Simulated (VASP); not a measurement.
# Ge (I4_1/amd) in VASP: a series of runs, part 2 of 2

VASP 6.6.1. Earlier steps stand in the parts before.

### Step 4. Single point, PBE

Contents of INCAR:

```
PREC = Accurate
ENCUT = 400
EDIFF = 1E-7
ISMEAR = 0
SIGMA = 0.2
LREAL = F
LASPH = T
NELM = 100
ALGO = Normal
ISIF = 2
LWAVE = F
LCHARG = F
GGA = PE
NBANDS = 21
ADDGRID = F
```

Contents of KPOINTS:

```
regular mesh
0
Gamma
  8 8 8
```

Contents of POSCAR:

```
Ge
1.0
   -2.5744897190      2.5744897190      1.3974126432
    2.5744897190     -2.5744897190      1.3974126432
    2.5744897190      2.5744897190     -1.3974126432
Ge
2
Direct
    0.5147880000      0.5105290000      0.0041050000
    0.2603220000      0.7562090000      0.5249690000
```

Potentials or basis: VASP PAW PBE potentials, release 64 (Ge_d).

The run is started by

```
cat potpaw_PBE.64/Ge_d/POTCAR > POTCAR
mpirun -np 1 vasp_std > vasp.out
```

OUTCAR:

```text
PREC = Accurate
   ENCUT = 400
   EDIFF = 1E-7
   ISMEAR = 0
   LREAL = F
   LASPH = T
   NELM = 100
   ISIF = 2
   GGA = PE

 Found    260 irreducible k-points:

 Following reciprocal coordinates:
            Coordinates               Weight
  0.000000  0.000000  0.000000      1.000000
  0.125000  0.000000 -0.000000      2.000000
  0.125000  0.000000 -0.125000      2.000000
  0.000000  0.125000 -0.125000      2.000000
  0.000000  0.125000 -0.000000      2.000000
  0.250000  0.000000 -0.000000      2.000000
   k-points           NKPTS =    260   k-points in BZ     NKDIM =    260   number of bands    NBANDS=     21
   number of dos      NEDOS =    301   number of ions     NIONS =      2
   total plane-waves  NPLWV =  21952
   dimension x,y,z NGX =    28 NGY =   28 NGZ =   28
   dimension x,y,z NGXF=    56 NGYF=   56 NGZF=   56
   ions per type =               2
   NGX,Y,Z   is equivalent  to a cutoff of  11.94, 11.94, 11.94 a.u.
   NGXF,Y,Z  is equivalent  to a cutoff of  23.87, 23.87, 23.87 a.u.
 SYSTEM =  unknown system
   PREC   = accura    normal or accurate (medium, high low for compatibility)
   ISTART =      0    job   : 0-new  1-cont  2-samecut
   ICHARG =      2    charge: 1-file 2-atom 10-const
   ISPIN  =      1    spin polarized calculation?
   LNONCOLLINEAR =      F non collinear calculations
   LSORBIT =      F    spin-orbit coupling
   LASPH  =      T    aspherical Exc in radial PAW
   ENCUT  =  400.0 eV  29.40 Ry    5.42 a.u.   6.36  6.36  6.36*2*pi/ulx,y,z
   NELM   =    100;   NELMIN=  2; NELMDL= -5     # of ELM steps
   EDIFF  = 0.1E-06   stopping-criterion for ELM
   LREAL  =      F    real-space projection
   EDIFFG = 0.1E-05   stopping-criterion for IOM
   NSW    =      0    number of steps for IOM
   IBRION =     -1    ionic relax: 0-MD 1-quasi-New 2-CG
   NFREE  =      0    steps in history (QN), initial steepest desc. (CG)
   ISIF   =      2    stress and relaxation
   ISYM   =      2    0-nonsym 1-usesym 2-fastsym
   POTIM  = 0.5000    time-step for ionic-motion
   TEBEG  =    0.0;   TEEND  =   0.0 temperature during run
   PSTRESS=    0.0 pullay stress
   NELECT =      28.0000    total number of electrons
   NUPDOWN=      -1.0000    fix difference up-down
   EMIN   =  10.00;   EMAX   =-10.00  energy-range for DOS
   EFERMI =   0.00;   METHOD = LEGACY
   ISMEAR =     0;   SIGMA  =   0.20  broadening in eV -4-tet -1-fermi 0-gaus
   EFERMI_NEDOS =   21; number of points for ismear=-14 and -15
   IALGO  =     38    algorithm
   IMIX   =      4    mixing-type and parameters
     AMIX     =   0.40;   BMIX     =  1.00
     AMIX_MAG =   1.60;   BMIX_MAG =  1.00
  volume/ion in A,a.u.               =      18.52       125.01
  Fermi-wavevector in a.u.,A,eV,Ry     =   1.491209  2.817976 30.255333  2.223704
  Thomas-Fermi vector in A             =   2.603893
   LORBIT       =      0    0 simple, 1 ext, 2 COOP (PROOUT), +10 PAW based schemes
   GGA     = PE    functional components
   LHFCALC =     F    Hartree Fock is set to
   AEXX    =    0.0000 exact exchange contribution
   IVDW    =     0    specifies the selected vdW correction
   LEPSILON=     F    determine dielectric tensor
   LRPA    =     F    only Hartree local field effects (RPA)
 non-spin polarized calculation
 Gauss-broadening in eV      SIGMA  =   0.20
  energy-cutoff  :      400.00
  volume of cell :       37.05
 maximum number of plane-waves:       691
 NGX is ok and might be reduce to    28
   NGX = 13   NGY = 13   NGZ = 13

 number of electron      27.9999999 magnetization

 Free energy of the ion-electron system (eV)
  ---------------------------------------------------
  ext. energy  EPLUGINS =         0.00000000
  ---------------------------------------------------
  free energy    TOTEN  =        -8.53677996 eV

  energy without entropy =       -8.51617853  energy(sigma->0) =       -8.52647924

 E-fermi :   6.7590     XC(G=0): -11.3184

 val. band max:        6.7514302595   @ k =   0.3750   0.2500  -0.0000
 cond. band min:       6.7635455043   @ k =  -0.0000   0.3750   0.3750
 fundamental gap:      0.0121152448
 Fermi energy:         6.7590214474

 k-point     1 :       0.0000    0.0000    0.0000
  band No.  band energies     occupation
      1     -17.9593      2.00000
      2     -17.9099      2.00000
      3     -17.8822      2.00000
      4     -17.8773      2.00000
      5     -17.7779      2.00000
      6     -17.7698      2.00000
[... 13 lines left out ...]
     20      18.3543      0.00000
     21      19.3205      0.00000

 k-point     2 :       0.1250    0.0000   -0.0000
  band No.  band energies     occupation
      1     -17.9529      2.00000
      2     -17.8909      2.00000
      3     -17.8746      2.00000
      4     -17.8536      2.00000
      5     -17.7896      2.00000
      6     -17.7810      2.00000
[... 13 lines left out ...]
     20      17.7083      0.00000
     21      18.2297      0.00000

 k-point     3 :       0.1250    0.0000   -0.1250
  band No.  band energies     occupation
      1     -17.9536      2.00000
      2     -17.8912      2.00000
      3     -17.8748      2.00000
      4     -17.8542      2.00000
      5     -17.7876      2.00000
      6     -17.7830      2.00000
[... 13 lines left out ...]
     20      17.7117      0.00000
     21      18.1238      0.00000

 k-point     4 :       0.0000    0.1250   -0.1250
  band No.  band energies     occupation
      1     -17.9523      2.00000
      2     -17.8898      2.00000
      3     -17.8741      2.00000
      4     -17.8542      2.00000
      5     -17.7895      2.00000
      6     -17.7826      2.00000
[... 13 lines left out ...]
     20      17.6792      0.00000
     21      18.2338      0.00000

 k-point     5 :       0.0000    0.1250   -0.0000
  band No.  band energies     occupation
      1     -17.9530      2.00000
      2     -17.8899      2.00000
      3     -17.8744      2.00000
      4     -17.8549      2.00000
      5     -17.7890      2.00000
      6     -17.7838      2.00000
[... 13 lines left out ...]
     20      17.6803      0.00000
     21      18.1283      0.00000

 k-point     6 :       0.2500    0.0000   -0.0000
  band No.  band energies     occupation
      1     -17.9358      2.00000
      2     -17.8578      2.00000
      3     -17.8543      2.00000
      4     -17.8189      2.00000
      5     -17.8140      2.00000
      6     -17.7872      2.00000
[... 13 lines left out ...]
     20      15.6423      0.00000
     21      17.6563      0.00000

 [... further k-points ...]
[... 5 lines left out ...]
  --------------------------------------------------------------------------------------
  -------------------------------------------------------------------------------------
  Total        0.2267327      0.4597665      1.3134673      0.0096786     -0.0723600      0.0538484
  in kB        9.8052279     19.8829568     56.8018982      0.4185570     -3.1292649      2.3287161
  external PRESSURE =      28.8300276 kB  Pullay stress =       0.0000000 kB

 VOLUME and BASIS-vectors are now :
 -----------------------------------------------------------------------------
  energy-cutoff  :      400.00
  volume of cell :       37.05
      direct lattice vectors                 reciprocal lattice vectors
    -2.574489719  2.574489719  1.397412643     0.000000000  0.194213244  0.357804119
     2.574489719 -2.574489719  1.397412643     0.194213244  0.000000000  0.357804119
     2.574489719  2.574489719 -1.397412643     0.194213244  0.194213244  0.000000000

 POSITION                                       TOTAL-FORCE (eV/Angst)
 -----------------------------------------------------------------------------------
     -0.00040      0.02153      1.42705         0.180628      0.217657     -0.023050
      2.62818      0.07487      0.68691        -0.180628     -0.217657      0.023050
 -----------------------------------------------------------------------------------
    total drift:                               -0.000042      0.000222      0.000008

  FREE ENERGIE OF THE ION-ELECTRON SYSTEM (eV)
  ---------------------------------------------------
  free  energy   TOTEN  =        -8.5367799567 eV

  energy  without entropy=       -8.5161785265  energy(sigma->0) =       -8.52647924
```

stdout:

```text
POSCAR found type information on POSCAR Ge
 POSCAR found :  1 types and       2 ions
 scaLAPACK will be used
 LDA part: xc-table for (Slater+PW92), standard interpolation
 POSCAR, INCAR and KPOINTS ok, starting setup
 FFT: planning ... GRIDC
 FFT: planning ... GRID_SOFT
 FFT: planning ... GRID
 WAVECAR not read
 entering main loop
```

Wall time 54 s (1 thread of Intel Xeon 6975P-C (Granite Rapids), shared host); peak memory 0.24 GiB.

The run converged, but some of its settings lie outside the range that counts as converged, so its numbers aren't taken as properties of the crystal.

What came out:

```
Free energy            : -8.5368 eV
Pressure               : 2.9 GPa
Largest force          : 0.284 eV/Å
Band gap on the k mesh : none (metal or under the smearing width)
```

### Step 5. Single point, PBE

INCAR, as its differences from that of step 4:

```diff
@@ -4,3 +4,3 @@
 ISMEAR = 0
-SIGMA = 0.2
+SIGMA = 0.1
 LREAL = F
```

KPOINTS is that of step 4.

Contents of POSCAR:

```
Ge
1.0
   -2.5744897190      2.5744897190      1.3974126432
    2.5744897190     -2.5744897190      1.3974126432
    2.5744897190      2.5744897190     -1.3974126432
Ge
2
Direct
    0.5000000000      0.5000000000      0.0000000000
    0.2500000000      0.7500000000      0.5000000000
```

The run is started by

```
cat potpaw_PBE.64/Ge_d/POTCAR > POTCAR
mpirun -np 1 vasp_std > vasp.out
```

Wall time 15 s (1 thread of Intel Xeon 6975P-C (Granite Rapids), shared host); peak memory 0.16 GiB.

These settings aren't checked as converged: the numbers below hold their error.

What came out:

| Property | Result |
| --- | --- |
| Free energy | -8.5410 eV |
| Pressure | 2.7 GPa |
| Band gap on the k mesh | none (metal or under the smearing width) |
